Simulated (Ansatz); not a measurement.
The system is Te2Pt (Moncheite).

```
CELL_PARAMETERS angstrom
4.01000 0.00000 0.00000
-2.00500 3.47276 0.00000
0.00000 0.00000 5.20100
ATOMIC_POSITIONS crystal
Pt 0.00000 0.00000 0.00000
Te 0.66667 0.33333 0.75000
Te 0.33333 0.66667 0.25000
```

| Quantity | Value |
| --- | --- |
| Program | Ansatz 0.2.0 |
| Task | single point |
| Functional | PBE |
| Potentials or basis | all-electron LAPW, scalar-relativistic |
| Cutoff | 293 eV (chosen from the basis error) |
| Basis error allowed | 0.001 eV/atom |
| k mesh | 8 × 8 × 5 |
| Occupations | fermi-dirac, width 0.05 eV |
| Spin | no spin polarisation |

On this cell: pressure 8.7 GPa; largest force 0.992 eV/Å; band gap on the k mesh none (metal or under the smearing width).

The same run follows on a disturbed copy (atoms moved at random, drawn with an rms of 0.05 Å):

```
Pt Te
1.0
     4.01000    0.00000    0.00000
    -2.00500    3.47276    0.00000
     0.00000    0.00000    5.20100
Pt Te
1 2
Direct
  0.00345 0.00833 0.00296
  0.67638 0.33636 0.75095
  0.32650 0.67186 0.24278
```

Q: What does the disturbed cell give?

A: The energy (extrapolated to zero smearing) moves by +21.9 meV/atom; pressure 10.0 GPa; largest force 1.531 eV/Å; band gap on the k mesh none (metal or under the smearing width).

Forces on the atoms (eV/Å):
```
Pt  -0.017 -0.214 -0.396
Te  -0.283  0.144 -1.103
Te   0.299  0.071  1.500
```

Stress tensor (GPa, compression positive):
```
10.71 -0.87  1.43
-0.87 10.47 -0.21
 1.43 -0.21  8.70
```
